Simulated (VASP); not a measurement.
Wanted: the native input for a VASP 6.6.1 run.

```yaml
Task: single point
Functional: PBE
Potentials_or_basis: VASP PAW PBE potentials, release 64 (Ru_pv)
Cutoff: 520 eV
k_mesh: 8 × 8 × 1
Occupations: gaussian, width 0.1 eV
Spin: no spin polarisation
Dipole_correction: yes
Further_INCAR_settings: ALGO = Normal; EDIFF = 1e-06; NBANDS = 13
```

The structure of Ru lies in POSCAR:

```
Ru
1.0
    2.3812063463      0.0000000000      0.0000000000
    0.0000000000      2.3812063463      0.0000000000
    0.0000000000      0.0000000000     23.8000000000
Ru
1
Direct
    0.5000000000      0.5000000000      0.2941176471
```

The cell was built by a generator and needn't be a form met in nature.

The input as run:

INCAR

```
SYSTEM = Ru
ALGO     = Normal         ! electronic algorithm
DIPOL    = 0.5 0.5 0.294
EDIFF    = 1E-6           ! SCF threshold, eV
ENCUT    = 520            ! plane-wave cutoff, eV
GGA      = PE             ! functional
IDIPOL   = 3            
ISIF     = 2              ! what is computed and relaxed
ISMEAR   = 0              ! smearing method
LASPH    = .True.         ! aspherical terms in the spheres
LCHARG   = .True.         ! write CHGCAR
LDIPOL   = .True.       
LELF     = .True.         ! ELF
LREAL    = .False.        ! projectors in reciprocal space
LVACPOTAV= .True.       
LVHAR    = .True.       
LWAVE    = .False.        ! write WAVECAR
NBANDS   = 13             ! bands
NELM     = 100            ! most SCF steps
PREC     = Accurate       ! precision mode
SIGMA    = 0.1            ! smearing width, eV
```

KPOINTS

```
k-points
0
Gamma
  8 8 1
  0 0 0
```

Potentials or basis: VASP PAW PBE potentials, release 64 (Ru_pv).

Launch:

```bash
$ cat potpaw_PBE.64/Ru_pv/POTCAR > POTCAR
$ mpirun -np 1 vasp_std > vasp.out
```

Results of the run:

| Property | Result |
| --- | --- |
| Band gap on the k mesh | none (metal or under the smearing width) |
| Work function of the upper face | 5.38 eV |
| Work function of the lower face | 5.38 eV |

Run time: 33 s on 1 thread of Intel(R) Xeon(R) Platinum 8259CL CPU @ 2.50GHz (Skylake/Cascade Lake), with other jobs on the host, peak memory 0.23 GiB.
